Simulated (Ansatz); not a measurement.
RbCl (Fm-3m) from a database of computed structures (r2SCAN geometry), in Ansatz:

```xyz
2
Lattice="0.0000 3.3058 3.3058 3.3058 0.0000 3.3058 3.3058 3.3058 0.0000" Properties=species:S:1:pos:R:3 pbc="T T T"
Rb    0.0000    0.0000    0.0000
Cl    3.3058    3.3058    3.3058
```

G0W0@PBE with 535 empty bands, a screening cutoff of 220 eV and a 4×4×4 mesh (PAW, contour deformation) gives 7.715 eV over the mesh points, from a PBE gap of 4.957 eV; it sums over 543 bands with 531 plane waves in the screening and a wave cutoff of 420 eV. No extrapolation in bands, cutoff or mesh was made for G0W0. The values are computed, spin-unpolarised, and not measurements.

Task: Estimate the gap with starting point PBE0.

Result: 8.551 eV (+0.836 eV), from a Kohn-Sham gap of 6.991 eV.

Task: Estimate the gap with empty bands 215, screening cutoff 120 eV.

Result: 7.567 eV (-0.148 eV), from a Kohn-Sham gap of 4.957 eV.

Task: Estimate the gap with starting point r2SCAN.

Result: 8.063 eV (+0.348 eV), from a Kohn-Sham gap of 5.556 eV.
